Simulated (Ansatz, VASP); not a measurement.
GaP in VASP and in Ansatz

POSCAR

```
GaP
1.0
    0.0000000000      2.7252500000      2.7252500000
    2.7252500000      0.0000000000      2.7252500000
    2.7252500000      2.7252500000      0.0000000000
Ga P
1 1
Direct
    0.0000000000      0.0000000000      0.0000000000
    0.7500000000      0.7500000000      0.7500000000
```

The input INCAR.step1:

```
SYSTEM = GaP
PREC     = Accurate       ! precision mode
ENCUT    = 520            ! plane-wave cutoff, eV
EDIFF    = 1E-5           ! SCF threshold, eV
ISMEAR   = -1             ! smearing method
SIGMA    = 0.05           ! smearing width, eV
LREAL    = .False.        ! projectors in reciprocal space
LASPH    = .True.         ! aspherical terms in the spheres
NELM     = 80             ! most SCF steps
ALGO     = Normal         ! electronic algorithm
ISIF     = 2              ! what is computed and relaxed
LWAVE    = .True.         ! write WAVECAR
LCHARG   = .False.        ! write CHGCAR
NBANDS   = 16             ! bands
GGA      = PE             ! functional
```

INCAR.step2

```
SYSTEM = GaP
PREC     = Accurate       ! precision mode
ENCUT    = 520            ! plane-wave cutoff, eV
EDIFF    = 1E-7           ! SCF threshold, eV
ISMEAR   = -1             ! smearing method
SIGMA    = 0.05           ! smearing width, eV
LREAL    = .False.        ! projectors in reciprocal space
LASPH    = .True.         ! aspherical terms in the spheres
NELM     = 80             ! most SCF steps
ALGO     = Normal         ! electronic algorithm
ISIF     = 2              ! what is computed and relaxed
LWAVE    = .False.        ! write WAVECAR
LCHARG   = .False.        ! write CHGCAR
METAGGA  = R2SCAN         ! meta-GGA
LHFCALC  = .True.         ! exact exchange
AEXX     = 0.1            ! exact-exchange fraction
LMIXTAU  = .True.       
PRECFOCK = Fast         
HFRCUT   = -1           
NBANDS   = 16             ! bands
ISTART   = 1
```

The input KPOINTS:

```
Automatic mesh
0
Gamma
  4 4 4
  0 0 0
```

The input KPOINTS_OPT:

```
path GXWKGLUWLK,UX
8
line-mode
reciprocal
 0.0000000000  0.0000000000  0.0000000000  G
 0.5000000000  0.0000000000  0.5000000000  X

 0.5000000000  0.0000000000  0.5000000000  X
 0.5000000000  0.2500000000  0.7500000000  W

 0.5000000000  0.2500000000  0.7500000000  W
 0.3750000000  0.3750000000  0.7500000000  K

 0.3750000000  0.3750000000  0.7500000000  K
 0.0000000000  0.0000000000  0.0000000000  G

 0.0000000000  0.0000000000  0.0000000000  G
 0.5000000000  0.5000000000  0.5000000000  L

 0.5000000000  0.5000000000  0.5000000000  L
 0.6250000000  0.2500000000  0.6250000000  U

 0.6250000000  0.2500000000  0.6250000000  U
 0.5000000000  0.2500000000  0.7500000000  W

 0.5000000000  0.2500000000  0.7500000000  W
 0.5000000000  0.5000000000  0.5000000000  L

 0.5000000000  0.5000000000  0.5000000000  L
 0.3750000000  0.3750000000  0.7500000000  K

 0.6250000000  0.2500000000  0.6250000000  U
 0.5000000000  0.0000000000  0.5000000000  X
```

Contents of input.yaml:

```yaml
crystal:
  lattice:
    - [0.0, 2.72525, 2.72525]
    - [2.72525, 0.0, 2.72525]
    - [2.72525, 2.72525, 0.0]
  atoms:
    - { symbol: Ga, position: [0.0, 0.0, 0.0] }
    - { symbol: P, position: [0.75, 0.75, 0.75] }
hamiltonian:
  xc: r2scanh
  pseudopotentials: { kind: paw }
kpoints:
  mp_grid: { grid: [4, 4, 4] }
  band_path:
    path:
      - [[0.0, 0.0, 0.0], [0.5, 0.0, 0.5], [0.5, 0.25, 0.75], [0.375, 0.375, 0.75], [0.0, 0.0, 0.0], [0.5, 0.5, 0.5], [0.625, 0.25, 0.625], [0.5, 0.25, 0.75], [0.5, 0.5, 0.5], [0.375, 0.375, 0.75]]
      - [[0.625, 0.25, 0.625], [0.5, 0.0, 0.5]]
    npoints: 4
scf:
  occupations: { method: fermi_dirac, width: 0.05 }
  n_extra_bands: 6
output:
  forces: true
  stress: true
  eigenvalues: true
  fatbands: false
```

Alike in both runs: task band structure; functional r2SCANh; k mesh 4 × 4 × 4; occupations fermi-dirac, width 0.05 eV; no spin polarisation.

```csv
,VASP,Ansatz
version,VASP 6.6.1,Ansatz 0.2.0
potentials or method,"VASP PAW PBE potentials, release 64 (Ga_d, P)",Ansatz PAW
plane-wave cutoff (eV),520,500
valence electrons in the cell,18,18
```

VASP gave:

```
gap on the k mesh at the Fermi level (eV) : 2.38
least direct gap on the mesh (eV)         : 2.93
gap along the band path (eV)              : 2.33
pressure (GPa)                            : 0.0
```

Question: Which values does Ansatz return?

Answer: gap on the k mesh at the Fermi level (eV): 2.37; least direct gap on the mesh (eV): 2.94; gap along the band path (eV): 2.37; pressure (GPa): 0.1.

Caveats: the k mesh is coarse (spacing up to 0.50 Å⁻¹), so the values aren't converged, least of all with exact exchange; the PAW data sets were made with another functional, which shifts forces and pressure a little (VASP); the PAW data sets come from PBE, with cores solved anew for the run's functional, which leaves a small shift of forces and pressure (Ansatz); the thresholds are loose for stress (Ansatz).
